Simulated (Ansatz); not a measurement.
**Nb in Ansatz: the effect of target pressure**

Crystal: Nb.

```
Nb
1.0
    -1.66395    1.66395    1.66395
     1.66395   -1.66395    1.66395
     1.66395    1.66395   -1.66395
Nb
1
Cartesian
  0.0000 0.0000 0.0000
```

Alike in all runs:

```yaml
Program: Ansatz 0.2.0
Task: relaxation of cell and atoms
Functional: PBEsol
Potentials_or_basis: Ansatz PAW
Cutoff: "420 eV (not typed: the program's choice for these potentials)"
k_mesh: 11 × 11 × 11
Occupations: fermi-dirac, width 0.05 eV
Spin: no spin polarisation
```

Each run relaxes the cell or the atoms first.

**Question.** One run gave: relaxed volume 17.59 Å³/atom. Which target pressure did it use?
A. 10 GPa
B. 30 GPa
C. 0 GPa
D. 5 GPa
E. 20 GPa

**Answer.** C.

| target pressure | relaxed volume (Å³/atom) |
| --- | --- |
| 0 GPa | 17.59 |
| 2 GPa | 17.40 |
| 5 GPa | 17.13 |
| 10 GPa | 16.71 |
| 20 GPa | 15.97 |
| 30 GPa | 15.34 |

Caveats: the plane-wave basis is chosen anew once the cell has moved, so the energies of steps on either side of that aren't comparable; the PAW data sets come from PBE, with cores solved anew for the run's functional, which leaves a small shift of forces and pressure; the volume moved by over 15 % at a fixed basis, so the end points are rough (some runs).
